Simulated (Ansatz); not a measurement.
# W: equation of state with r2SCAN

The system is W.

```
W
1.0
    -1.58234    1.58234    1.58234
     1.58234   -1.58234    1.58234
     1.58234    1.58234   -1.58234
W
1
Direct
  0.00000 0.00000 0.00000
```

```yaml
Program: Ansatz 0.2.0
Task: equation of state
Functional: r2SCAN
Potentials_or_basis: Ansatz PAW
Cutoff: 500 eV
Density_cutoff: 2000 eV
k_mesh: 12 × 12 × 12
Occupations: fermi-dirac, width 0.05 eV
Spin: no spin polarisation
```

```yaml
Equilibrium_volume: 15.92 Å³/atom
Bulk_modulus: 319 GPa
Pressure_derivative_of_the_bulk_modulus: 3.7
```

Energy against volume, from the lowest point:
```csv
volume (Å³/atom),energy (meV/atom)
14.897,72.74
15.214,33.49
15.531,9.68
15.848,0.00
16.165,3.21
16.482,18.15
16.798,43.72
```

All runs of the series together: 40 s on 2 threads of Intel(R) Xeon(R) Processor @ 2.50GHz (Skylake/Cascade Lake) (shared host).

Caveat: the PAW data sets were made with another functional, which shifts forces and pressure a little. The run has no spin-orbit coupling, so splittings on W are missing.
